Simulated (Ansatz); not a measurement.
# InAs (zincblende) under strain

Zincblende InAs, relaxed with r2SCAN in Ansatz 0.2.0. It is cubic, F-43m (No. 216); conventional cell a = 6.109 Å, 28.50 Å³ an atom. Around In lie 4 As at 2.65 Å; around As lie 4 In at 2.65 Å.

The axes x, y and z are those of this cell:
```yaml
crystal:
  lattice:
    - [0.00000, 3.05459, 3.05459]
    - [3.05459, 0.00000, 3.05459]
    - [3.05459, 3.05459, 0.00000]
  atoms:
    - { symbol: In, position: [0.00000, 0.00000, 0.00000] }
    - { symbol: As, position: [0.25000, 0.25000, 0.25000] }
```

Unstrained: With HSE06 the gap is 0.358 eV and direct, at Γ. Meshes: HSE06 6×6×6. Strains are changes of length per length, and xy shears are angles. After each strain the atoms were relaxed again with r2SCAN within the symmetry that the strain leaves, so tilts or polar shifts that break it weren't tested; points keep the names that they have in the unstrained zone. Calculated for a static, non-magnetic cell.

Changes of the least gap in eV (an overlap counts as a negative gap):
```json
{"strain": "isotropic +1.5 % on every length", "volume change (%)": "+4.6", "space group": "F-43m", "HSE06": "-0.268"}
{"strain": "uniaxial -1.0 % along x", "volume change (%)": "-1.0", "space group": "I-4m2", "HSE06": "+0.026"}
{"strain": "uniaxial -0.5 % along [111]", "volume change (%)": "-0.5", "space group": "R3m", "HSE06": "+0.008"}
{"strain": "xy shear, engineering strain (angle) -0.5 %", "volume change (%)": "0.0", "space group": "Imm2", "HSE06": "-0.017"}
{"strain": "epitaxial -1.0 % in the xy plane, free normal strain +1.05 %", "volume change (%)": "-1.0", "space group": "I-4m2", "HSE06": "+0.019"}
```

Isotropic +1.5 % on every length. HSE06: the gap goes from 0.358 to 0.090 eV (-0.268 eV); so small a gap is at the limit of these settings. For HSE06, dE_g/d ln V = -6.0 eV over this step.

Uniaxial -1.0 % along x, other directions held. HSE06: the gap goes from 0.358 to 0.384 eV (+0.026 eV); with HSE06 the top three valence levels at Γ, degenerate before, become 1+2 from the top over 51 meV.

Uniaxial -0.5 % along [111], other directions held. HSE06: the gap goes from 0.358 to 0.366 eV (+0.008 eV); with HSE06 the top three valence levels at Γ, degenerate before, become 1+2 from the top over 33 meV.

Xy shear, engineering strain (angle) -0.5 %. HSE06: the gap goes from 0.358 to 0.341 eV (-0.017 eV); with HSE06 the top three valence levels at Γ, degenerate before, become 1+1+1 from the top over 33 meV.

Epitaxial -1.0 % in the xy plane, free normal strain +1.05 %. HSE06: the gap goes from 0.358 to 0.377 eV (+0.019 eV); with HSE06 the top three valence levels at Γ, degenerate before, become 2+1 from the top over 108 meV.

No spin-orbit coupling is included; it can move band edges with weight on the heavy atoms by tenths of an eV.

The meshes of the hybrids are coarse, so their gaps aren't converged to the digits shown.

The splittings at Γ are without spin-orbit coupling, which regroups them where it is of like size or larger.
